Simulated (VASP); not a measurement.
# AlN (P6_3/mmc) in VASP: notebook

One crystal, AlN, is run at these levels: r2SCAN, r2SCAN+rVV10; tasks: relaxation of cell and atoms.

Program: VASP 6.6.1. These are calculated values, not measurements. Logs are shortened: lines on timing, memory, paths and dates and some standing lists are left out, and cuts for length are marked.

### 1 The crystal as given

The structure is hexagonal, space group P6_3/mmc (No. 194). The conventional cell has a = 3.312 Å, b = 3.312 Å, c = 4.188 Å, α = 90.00°, β = 90.00°, γ = 120.00°. Al (site symmetry -6m2) is surrounded by 5 N at 1.91 to 2.09 Å. Around N (site symmetry -6m2) lie 5 Al at 1.91 to 2.09 Å.

Measurements of this composition are mostly on another form, of space group No. 186.

### 2 Relaxation of cell and atoms, r2SCAN

The input, INCAR:

```
SYSTEM = AlN
PREC = Accurate ; ENCUT = 600
EDIFF = 1E-7 ; ISMEAR = 0
SIGMA = 0.02 ; LREAL = .FALSE.
LASPH = .TRUE. ; NELM = 80
ALGO = Normal ; ISIF = 3
LWAVE = .FALSE. ; LCHARG = .FALSE.
METAGGA = R2SCAN ; LMIXTAU = .TRUE.
IBRION = 2 ; NSW = 90
EDIFFG = -0.005
```

The input, KPOINTS:

```
regular mesh
0
G
  9 9 6
  0 0 0
```

The input, POSCAR:

```
AlN
1.0
    3.3121157400      0.0000000000      0.0000000000
   -1.6560578700      2.8683763700      0.0000000000
    0.0000000000      0.0000000000      4.1875630000
Al N
2 2
Direct
    0.3333333300      0.6666666700      0.7500000000
    0.6666666700      0.3333333300      0.2500000000
    0.3333333300      0.6666666700      0.2500000000
    0.6666666700      0.3333333300      0.7500000000
```

Potentials or basis: VASP PAW PBE potentials, release 64 (Al, N).

Command:

```console
cat potpaw_PBE.64/Al/POTCAR potpaw_PBE.64/N/POTCAR > POTCAR
mpirun -np 1 vasp_std > vasp.out
```

OUTCAR:

```text
SYSTEM = AlN
   PREC = Accurate
   ENCUT = 600
   EDIFF = 1E-7
   ISMEAR = 0
   LREAL = .FALSE.
   LASPH = .TRUE.
   NELM = 80
   ISIF = 3
   METAGGA = R2SCAN
   IBRION = 2
   NSW = 90
   EDIFFG = -0.005

 ion  position               nearest neighbor table
   1  0.333  0.667  0.750-   4 1.91   4 1.91   4 1.91   3 2.09   3 2.09   2 2.84   2 2.84   2 2.84
                             2 2.84   2 2.84   2 2.84
   2  0.667  0.333  0.250-   3 1.91   3 1.91   3 1.91   4 2.09   4 2.09   1 2.84   1 2.84   1 2.84
                             1 2.84   1 2.84   1 2.84
   3  0.333  0.667  0.250-   2 1.91   2 1.91   2 1.91   1 2.09   1 2.09
   4  0.667  0.333  0.750-   1 1.91   1 1.91   1 1.91   2 2.09   2 2.09

  LATTYP: Found a hexagonal cell.
 ALAT       =     3.3121157400
 C/A-ratio  =     1.2643166268

  Lattice vectors:

 A1 = (   3.3121157400,   0.0000000000,   0.0000000000)
 A2 = (  -1.6560578700,   2.8683763700,   0.0000000000)
 A3 = (   0.0000000000,   0.0000000000,   4.1875630000)

Analysis of symmetry for initial positions (statically):
=====================================================================
 Subroutine PRICEL returns:
 Original cell was already a primitive cell.

 Routine SETGRP: Setting up the symmetry group for a
 hexagonal supercell.

 Subroutine GETGRP returns: Found 24 space group operations
 (whereof 12 operations were pure point group operations)
 out of a pool of 24 trial point group operations.

The static configuration has the point symmetry D_3d.
 The point group associated with its full space group is D_6h.

Analysis of symmetry for dynamics (positions and initial velocities):
=====================================================================
 Subroutine PRICEL returns:
 Original cell was already a primitive cell.

 Routine SETGRP: Setting up the symmetry group for a
 hexagonal supercell.

 Subroutine GETGRP returns: Found 24 space group operations
 (whereof 12 operations were pure point group operations)
 out of a pool of 24 trial point group operations.

The dynamic configuration has the point symmetry D_3d.
 The point group associated with its full space group is D_6h.

 Subroutine INISYM returns: Found 24 space group operations
 (whereof 12 operations are pure point group operations),
 and found     1 'primitive' translations

----------------------------------------------------------------------------------------

                                     Primitive cell

  volume of cell :      39.7835

  direct lattice vectors                    reciprocal lattice vectors
     3.312115740  0.000000000  0.000000000     0.301921816  0.174314642  0.000000000
    -1.656057870  2.868376370  0.000000000     0.000000000  0.348629284  0.000000000
     0.000000000  0.000000000  4.187563000     0.000000000  0.000000000  0.238802377

  length of vectors
     3.312115740  3.312115739  4.187563000     0.348629284  0.348629284  0.238802377

  position of ions in fractional coordinates (direct lattice)
     0.333333330  0.666666670  0.750000000
     0.666666670  0.333333330  0.250000000
     0.333333330  0.666666670  0.250000000
     0.666666670  0.333333330  0.750000000

  ion indices of the primitive-cell ions
   primitive index   ion index
                 1           1
                 2           2
                 3           3
                 4           4

----------------------------------------------------------------------------------------

 KPOINTS: regular mesh

Automatic generation of k-mesh.
 Grid dimensions read from file:
 generate k-points for:    9    9    6

 Generating k-lattice:

  Cartesian coordinates                     Fractional coordinates (reciprocal lattice)
     0.033546868  0.019368294  0.000000000     0.111111111  0.000000000  0.000000000
     0.000000000  0.038736587  0.000000000     0.000000000  0.111111111  0.000000000
     0.000000000  0.000000000  0.039800396     0.000000000  0.000000000  0.166666667

  Length of vectors
     0.038736587  0.038736587  0.039800396

  Shift w.r.t. Gamma in fractional coordinates (k-lattice)
     0.000000000  0.000000000  0.000000000

 Subroutine IBZKPT returns following result:
 ===========================================

 Found     48 irreducible k-points:

 Following reciprocal coordinates:
            Coordinates               Weight
  0.000000  0.000000  0.000000      1.000000
  0.111111  0.000000  0.000000      6.000000
  0.222222 -0.000000  0.000000      6.000000
  0.333333  0.000000  0.000000      6.000000
  0.444444 -0.000000  0.000000      6.000000
  0.111111  0.111111  0.000000      6.000000
[... 16 lines left out ...]
  0.333333  0.222222  0.166667     24.000000
  0.333333  0.333333  0.166667      4.000000
 [... further k-points ...]
   k-points           NKPTS =     48   k-points in BZ     NKDIM =     48   number of bands    NBANDS=     12
   number of dos      NEDOS =    301   number of ions     NIONS =      4
   total plane-waves  NPLWV =  28224
   dimension x,y,z NGX =    28 NGY =   28 NGZ =   36
   dimension x,y,z NGXF=    56 NGYF=   56 NGZF=   72
   ions per type =               2   2
   NGX,Y,Z   is equivalent  to a cutoff of  14.05, 14.05, 14.29 a.u.
   NGXF,Y,Z  is equivalent  to a cutoff of  28.11, 28.11, 28.58 a.u.
 SYSTEM =  AlN
   PREC   = accura    normal or accurate (medium, high low for compatibility)
   ISTART =      0    job   : 0-new  1-cont  2-samecut
   ICHARG =      2    charge: 1-file 2-atom 10-const
   ISPIN  =      1    spin polarized calculation?
   LNONCOLLINEAR =      F non collinear calculations
   LSORBIT =      F    spin-orbit coupling
   LASPH  =      T    aspherical Exc in radial PAW
   ENCUT  =  600.0 eV  44.10 Ry    6.64 a.u.   6.62  6.62  8.36*2*pi/ulx,y,z
   NELM   =     80;   NELMIN=  2; NELMDL= -5     # of ELM steps
   EDIFF  = 0.1E-06   stopping-criterion for ELM
   LREAL  =      F    real-space projection
   EDIFFG = -.5E-02   stopping-criterion for IOM
   NSW    =     90    number of steps for IOM
   IBRION =      2    ionic relax: 0-MD 1-quasi-New 2-CG
   NFREE  =      1    steps in history (QN), initial steepest desc. (CG)
   ISIF   =      3    stress and relaxation
   ISYM   =      2    0-nonsym 1-usesym 2-fastsym
   POTIM  = 0.5000    time-step for ionic-motion
   TEBEG  =    0.0;   TEEND  =   0.0 temperature during run
   PSTRESS=    0.0 pullay stress
   NELECT =      16.0000    total number of electrons
   NUPDOWN=      -1.0000    fix difference up-down
   EMIN   =  10.00;   EMAX   =-10.00  energy-range for DOS
   EFERMI =   0.00;   METHOD = LEGACY
   ISMEAR =     0;   SIGMA  =   0.02  broadening in eV -4-tet -1-fermi 0-gaus
   EFERMI_NEDOS =   21; number of points for ismear=-14 and -15
   IALGO  =     38    algorithm
   IMIX   =      4    mixing-type and parameters
     AMIX     =   0.40;   BMIX     =  1.00
     AMIX_MAG =   1.60;   BMIX_MAG =  1.00
  volume/ion in A,a.u.               =       9.95        67.12
  Fermi-wavevector in a.u.,A,eV,Ry     =   1.208409  2.283561 19.867928  1.460251
  Thomas-Fermi vector in A             =   2.344017
   LORBIT       =      0    0 simple, 1 ext, 2 COOP (PROOUT), +10 PAW based schemes
   METAGGA = R2SCAN    functional components
   LHFCALC =     F    Hartree Fock is set to
   AEXX    =    0.0000 exact exchange contribution
   IVDW    =     0    specifies the selected vdW correction
   LEPSILON=     F    determine dielectric tensor
   LRPA    =     F    only Hartree local field effects (RPA)
 conjugate gradient relaxation of ions
 non-spin polarized calculation
 Gauss-broadening in eV      SIGMA  =   0.02
  energy-cutoff  :      600.00
  volume of cell :       39.78
 maximum number of plane-waves:      1355
 NGX is ok and might be reduce to    28
   NGX = 13   NGY = 13   NGZ = 17

--------------------------------------- Ionic step        1  -------------------------------------------

 number of electron      16.0000002 magnetization

 Free energy of the ion-electron system (eV)
  ---------------------------------------------------
  ext. energy  EPLUGINS =         0.00000000
  ---------------------------------------------------
  free energy    TOTEN  =       -37.99362975 eV

  energy without entropy =      -37.99362975  energy(sigma->0) =      -37.99362975

------------------------ aborting loop because EDIFF is reached ----------------------------------------

  FORCE on cell =-STRESS in cart. coord.  units (eV):
  Direction    XX          YY          ZZ          XY          YZ          ZX
  --------------------------------------------------------------------------------------
  -------------------------------------------------------------------------------------
  Total       -1.3222058     -1.3222058     -1.4393467      0.0000000      0.0000000      0.0000000
  in kB      -53.2484100    -53.2484100    -57.9659573      0.0000000      0.0000000      0.0000000
  external PRESSURE =     -54.8209258 kB  Pullay stress =       0.0000000 kB
[... 175 lines left out ...]
  energy  without entropy=      -38.0121928749  energy(sigma->0) =      -38.01219287

--------------------------------------- Ionic step        6  -------------------------------------------

 number of electron      16.0000002 magnetization

 Free energy of the ion-electron system (eV)
  ---------------------------------------------------
  ext. energy  EPLUGINS =         0.00000000
  ---------------------------------------------------
  free energy    TOTEN  =       -38.01220626 eV

  energy without entropy =      -38.01220626  energy(sigma->0) =      -38.01220626

 E-fermi :   8.1771     XC(G=0): -11.8175

 val. band max:        8.0286790800   @ k =   0.0000   0.0000   0.0000
 cond. band min:      12.1127276009   @ k =   0.0000   0.0000   0.0000
 fundamental gap:      4.0840485209
 Fermi energy:         8.1771125237

 k-point     1 :       0.0000    0.0000    0.0000
  band No.  band energies     occupation
      1      -9.8075      2.00000
      2      -6.0182      2.00000
      3       0.8469      2.00000
      4       4.5438      2.00000
      5       4.5438      2.00000
      6       6.3208      2.00000
      7       6.3208      2.00000
      8       8.0287      2.00000
      9      12.1127      0.00000
     10      13.4503      0.00000
     11      17.1951      0.00000
     12      17.1951      0.00000
[... 331 lines left out ...]
 k-point    24 :       0.3333    0.3333    0.1667
  band No.  band energies     occupation
      1      -7.1618      2.00000
      2      -7.1618      2.00000
      3       1.2309      2.00000
      4       2.2992      2.00000
      5       2.2992      2.00000
      6       4.9416      2.00000
      7       5.3502      2.00000
      8       5.3502      2.00000
      9      14.4803      0.00000
     10      14.9902      0.00000
     11      18.0063      0.00000
     12      18.0063      0.00000

 [... further k-points ...]
[... 5 lines left out ...]
  --------------------------------------------------------------------------------------
  -------------------------------------------------------------------------------------
  Total        0.0089403      0.0089403      0.0076532      0.0000000      0.0000000      0.0000000
  in kB        0.3696654      0.3696654      0.3164442      0.0000000      0.0000000      0.0000000
  external PRESSURE =       0.3519250 kB  Pullay stress =       0.0000000 kB
[... 19 lines left out ...]
  FREE ENERGIE OF THE ION-ELECTRON SYSTEM (eV)
  ---------------------------------------------------
  free  energy   TOTEN  =       -38.0122062590 eV

  energy  without entropy=      -38.0122062590  energy(sigma->0) =      -38.01220626

 reached required accuracy - stopping structural energy minimisation
```

Wall time 6.4 min (1 thread of Intel Xeon Platinum 8488C (Sapphire Rapids), shared host); peak memory 0.19 GiB.

Results:

```yaml
Free_energy: -38.0122 eV
Relaxed_volume: 9.69 Å³/atom
Relaxed_cell: a = 3.292 Å, b = 3.292 Å, c = 4.129 Å, α = 90.00°, β = 90.00°, γ = 120.00°
Space_group_after_relaxing_to_0.05_Å: P6_3/mmc (No. 194)
Energy_gained_by_relaxing: 4.6 meV/atom
Ionic_steps: 6
Pressure_after_relaxing: 0.0 GPa
Band_gap_on_the_k_mesh: 4.08 eV, direct
```

Step by step:
```csv
step,energy change (eV),largest force (eV/Å),pressure (GPa),volume (Å³)
1,0.0000,0.0000,-5.48,39.78
2,-0.0014,0.0000,5.80,37.86
3,-0.0177,0.0000,0.03,38.78
4,-0.0184,0.0000,0.03,38.76
5,-0.0186,0.0000,0.03,38.75
6,-0.0186,0.0000,0.04,38.75
```

Final structure:
```
CELL_PARAMETERS angstrom
3.29182 0.00000 0.00000
-1.64591 2.85080 0.00000
0.00000 0.00000 4.12905
ATOMIC_POSITIONS crystal
Al 0.33333 0.66667 0.75000
Al 0.66667 0.33333 0.25000
N 0.33333 0.66667 0.25000
N 0.66667 0.33333 0.75000
```

Levels at points of the mesh, in eV from the valence-band top:
| k point | band 4 | band 5 | band 6 | band 7 | band 8 | band 9 | band 10 | band 11 | band 12 |
| --- | --- | --- | --- | --- | --- | --- | --- | --- | --- |
| (0.00, 0.00, 0.00) | -3.48 | -3.48 | -1.71 | -1.71 | 0.00 | 4.08 | 5.42 | 9.17 | 9.17 |
| (0.00, 0.00, 0.50) | -3.87 | -2.64 | -2.64 | -2.64 | -2.64 | 6.51 | 6.51 | 9.28 | 9.28 |

Caveat: the PAW data sets were made with another functional, which shifts forces and pressure a little.

### 3 Relaxation of cell and atoms, r2SCAN+rVV10

Edit INCAR of step 2 so:

```diff
@@ -8,2 +8,4 @@
 METAGGA = R2SCAN ; LMIXTAU = .TRUE.
+LUSE_VDW = .TRUE. ; IVDW_NL = 2
+BPARAM = 11.95 ; CPARAM = 0.0093
 IBRION = 2 ; NSW = 90
```

KPOINTS is that of step 2.

POSCAR is that of step 2.

Potentials or basis: VASP PAW PBE potentials, release 64 (Al, N).

Command:

```console
cat potpaw_PBE.64/Al/POTCAR potpaw_PBE.64/N/POTCAR > POTCAR
mpirun -np 1 vasp_std > vasp.out
```

It took 10 min on 1 thread of Intel Xeon Platinum 8488C (Sapphire Rapids), shared host; peak memory 0.3 GiB.

The run converged. Its results:

- Free energy: -37.6590 eV
- Relaxed volume: 9.66 Å³/atom
- Relaxed cell: a = 3.289 Å, b = 3.289 Å, c = 4.124 Å, α = 90.00°, β = 90.00°, γ = 120.00°
- Space group after relaxing (to 0.05 Å): P6_3/mmc (No. 194)
- Energy gained by relaxing: 5.9 meV/atom
- Ionic steps: 6
- Pressure after relaxing: 0.0 GPa
- Band gap on the k mesh: 4.06 eV, direct

Step by step:
| step | energy change (eV) | largest force (eV/Å) | pressure (GPa) | volume (Å³) |
| --- | --- | --- | --- | --- |
| 1 | 0.0000 | 0.0000 | -6.19 | 39.78 |
| 2 | -0.0012 | 0.0000 | 6.68 | 37.61 |
| 3 | -0.0224 | 0.0000 | 0.02 | 38.66 |
| 4 | -0.0232 | 0.0000 | 0.01 | 38.64 |
| 5 | -0.0234 | 0.0000 | 0.02 | 38.63 |
| 6 | -0.0234 | 0.0000 | 0.02 | 38.63 |

Final structure:
```
Al N
1.0
     3.28875    0.00000    0.00000
    -1.64437    2.84814    0.00000
     0.00000    0.00000    4.12367
Al N
2 2
Cartesian
  0.0000 1.8988 3.0928
  1.6444 0.9494 1.0309
  0.0000 1.8988 1.0309
  1.6444 0.9494 3.0928
```

Levels at points of the mesh, in eV from the valence-band top:
```csv
k point,band 6,band 7,band 8,band 9,band 10,band 11
"(0.00, 0.00, 0.00)",-1.71,-1.71,0.00,4.06,5.42,9.15
"(0.00, 0.00, 0.50)",-2.65,-2.65,-2.65,6.49,6.49,9.27
```

Caveat: the PAW data sets were made with another functional, which shifts forces and pressure a little. r2SCAN opens gaps a little over a GGA but as a rule still falls short of measured ones.
